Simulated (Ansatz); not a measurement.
SiO2: pressure coefficient of the gap from its deformation potential

Level of theory: Ansatz 0.2.0, DFT LDA, scalar-relativistic, plane waves, PAW. Cutoff 420 eV, mesh 6×6×4 in the first runs.

The relaxed cell is P6_422 with a = 5.039 Å, c = 5.525 Å. An equation of state gives B0 = 137.3 GPa at V0 = 13.501 Å³/atom, and gaps on the k mesh of 5.584 eV at 13.092 Å³/atom, 5.498 eV at 13.497 Å³/atom, 5.380 eV at 13.902 Å³/atom.

Question: Predict dE_g/dP at zero pressure, and compare with cells relaxed under pressure.

Answer: A parabola in ln V through the three points has the slope a = dE_g/d ln V = -3.42 eV at V0. Since dP = −B d ln V, dE_g/dP = −a/B = 24.9 meV/GPa. Separate runs under pressure gave gaps (over the zone) of 5.462 eV at -0.99 GPa, 5.488 eV at 0.00 GPa, 5.512 eV at 1.02 GPa, a slope of 25.2 meV/GPa at zero. The two routes agree within 0.3 meV/GPa. Compression widens this gap. Pressure coefficients of semilocal functionals are as a rule better than their gaps.

This form isn't the usual stable structure of the compound.